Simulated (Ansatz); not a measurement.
How far is PAW off for InAs?

```
In As
1.0
     0.00000    3.05470    2.96352
     3.05470    0.00000    2.96352
     3.05470    3.05470    0.00000
In As
1 1
Direct
  0.00000 0.00000 0.00000
  0.75000 0.75000 0.75000
```

Atom numbers follow the list: In1, As2.

The cell is COD entry 1537448, as deposited and not checked against the literature; nothing was relaxed. It is an old determination, and later ones may differ. The listed cell was then made from it by scaling, straining or moving an atom.

Spin–orbit coupling is left out, though it moves levels of the heavy atoms by tenths of an eV or more.

Methods: DFT, PBE, PAW with Ansatz's default frozen-core files, scalar-relativistic (Ansatz 0.2.0); DFT, PBE, all-electron PAW with datasets made for the crystal, scalar-relativistic (Ansatz 0.2.0); DFT, PBE, all-electron LAPW, scalar-relativistic (Ansatz 0.2.0).

For PAW: a Γ-centred 10×10×10 k mesh, Fermi–Dirac smearing of 0.08 eV, cutoff 420 eV, no spin polarisation. The crystal-made all-electron datasets (AE datasets) take a cutoff of 240 eV at this cell. LAPW targets a basis error of 0.5 meV/atom. The Ansatz runs share mesh, smearing and spin set-up. Plane-wave (PAW) pressures include the program's estimate of the Pulay term.

Stress and pressure are positive in compression.

The change that made this cell: z strained by -2 % at fixed volume.

Spin–orbit coupling is left out, which moves gradients at and beside heavy atoms by some per cent and at worst by a factor of two.

In a metal, gradients converge slowly with the k mesh: the values move by tens of per cent from one mesh to another, at times in sign, so only the comparison on one mesh counts.

```csv
quantity,PAW,AE datasets,LAPW
pressure (GPa),3.86,3.87,3.87
stress xx (GPa),3.56,3.57,3.57
stress zz (GPa),4.46,4.46,4.47
field gradient Vzz at In1 (10²¹ V/m²),1.14,1.16,–
field gradient Vzz at As2 (10²¹ V/m²),-0.70,-0.69,–
```

PAW's pressure differs from the LAPW value by about 0.01 GPa or less. Datasets made for the crystal and LAPW share parts of one code, so their agreement isn't an independent check.
